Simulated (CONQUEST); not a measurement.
Runs of CONQUEST 1.3 on AlN. Symmetry: P6_3mc, No. 186, hexagonal system. Conventional cell: a = 3.113 Å, b = 3.113 Å, c = 4.981 Å, α = 90.00°, β = 90.00°, γ = 120.00°. Al (site symmetry 3m) has 4 N at 1.89 Å as nearest neighbours. Around N (site symmetry 3m) lie 4 Al at 1.89 Å. 

```csv
task,level,potentials or basis,cell,gap on the mesh (eV),pressure (GPa),V0 of scaled cells (Å³/atom),B0 (GPa),largest force (eV/Å)
equation of state,PBE,"PseudoDojo NC PBE, DZP, grid of 36 × 60 × 60 points",as given,-,-,10.79,(b),-
equation of state,PBEsol,"PseudoDojo NC PBEsol, DZP, grid of 36 × 60 × 60 points",as given,-,-,10.61,197,-
single point,PBE,"PseudoDojo NC PBE, DZP, grid cutoff 150 Ha",as given,(c),6.4,-,-,0.15
equation of state,PBE,"PseudoDojo NC PBE, SZP, grid of 36 × 60 × 60 points",as given,-,-,(a),189,-
single point,PBE,"PseudoDojo NC PBE, DZP, grid cutoff 150 Ha","atoms moved at random, drawn with an rms of 0.05 Å",4.43,7.1,-,-,1.45
```

Alike in all rows: no spin polarisation; k mesh 9 × 6 × 5; smearing fermi-dirac 0.05 eV.

Problem. Fill in the values left out.

Solution. (a) 10.92; (b) 192; (c) 4.40.

Caveats: the basis of atomic orbitals isn't converged, which shifts pressures, moduli and gaps; the cell was scaled at fixed shape and fractional positions, which overstates the stiffness of a crystal with free parameters, most of all of layers and chains (some runs); the DZP basis gives volumes some 2 % larger than converged bases do, and moduli off by several per cent (some runs); the box holds several primitive cells, so bands are folded and the points are those of the box's own zone (some runs); an odd mesh through Γ misses points on the zone boundary, where band edges often lie (some runs); the atomic basis is small (some runs).
